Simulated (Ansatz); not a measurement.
The system is PbS (Galena).

```
CELL_PARAMETERS angstrom
0.00000 2.96575 2.96575
2.96575 0.00000 2.96575
2.96575 2.96575 0.00000
ATOMIC_POSITIONS crystal
Pb 0.00000 0.00000 0.00000
S 0.50000 0.50000 0.50000
```

```yaml
Program: Ansatz 0.2.0
Task: relaxation of cell and atoms
Functional: LDA
Potentials_or_basis: Ansatz PAW
Cutoff: "420 eV (not typed: the program's choice for these potentials)"
k_mesh: 8 × 8 × 8
Occupations: fermi-dirac, width 0.05 eV
Spin: no spin polarisation
```

At the start: volume 26.09 Å³/atom.

Task: Where does the relaxation end?

Result: It ends after 5 steps and the volume is 24.95 Å³/atom (-4.4 %); space group Fm-3m (No. 225, to 0.05 Å).

Step by step:
| step | energy change (eV) | largest force (eV/Å) | volume (Å³) |
| --- | --- | --- | --- |
| 1 | 0.0000 | 0.0000 | 52.17 |
| 2 | -0.0120 | 0.0000 | 48.53 |
| 3 | -0.0194 | 0.0000 | 49.98 |
| 4 | -0.0195 | 0.0000 | 49.89 |
| 5 | -0.0193 | 0.0000 | 49.89 |

Final structure:
```yaml
crystal:
  lattice:
    - [0.00000, 2.92191, 2.92191]
    - [2.92191, 0.00000, 2.92191]
    - [2.92191, 2.92191, 0.00000]
  atoms:
    - { symbol: Pb, position: [0.00000, 0.00000, 0.00000] }
    - { symbol: S, position: [0.50000, 0.50000, 0.50000] }
```

Caveat: the plane-wave basis is chosen anew once the cell has moved, so the energies of steps on either side of that aren't comparable; the PAW data sets come from PBE, with cores solved anew for the run's functional, which leaves a small shift of forces and pressure.
